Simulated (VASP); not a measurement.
Input of a VASP 6.6.1 run:

Contents of INCAR:

```
SYSTEM = Hg
PREC = Accurate ; ENCUT = 520
EDIFF = 1E-6 ; ISMEAR = -1
SIGMA = 0.1 ; LREAL = .False.
LASPH = .True. ; NELM = 60
ALGO = Normal ; ISIF = 2
LWAVE = .False. ; LCHARG = .False.
GGA = RP ; NBANDS = 12
```

KPOINTS

```
regular mesh
0
Gamma
  7 7 7
  0 0 0
```

Contents of POSCAR:

```
Hg
1.0
    4.9902552318      0.0000000000      0.0000000000
    0.0000000000      4.9902552318      0.0000000000
    0.0000000000      0.0000000000      4.9902552318
Hg
1
Direct
    0.0000000000      0.0000000000      0.0000000000
```

Potentials or basis: VASP PAW PBE potentials, release 64 (Hg).

Run with:

```sh
$ cat potpaw_PBE.64/Hg/POTCAR > POTCAR
$ mpirun -np 1 vasp_std > vasp.out
```

Problem. What does it give for the pressure?

Solution. 0.0 GPa.

Problem. Estimate the band gap on the k mesh.

Solution. 4.02 eV, indirect (least direct gap 4.60 eV).

Caveat: the PAW data sets were made with another functional, which shifts forces and pressure a little; spin-orbit coupling is left out, which moves the levels of the heavy elements; an odd mesh through Γ misses points on the zone boundary, where band edges often lie.
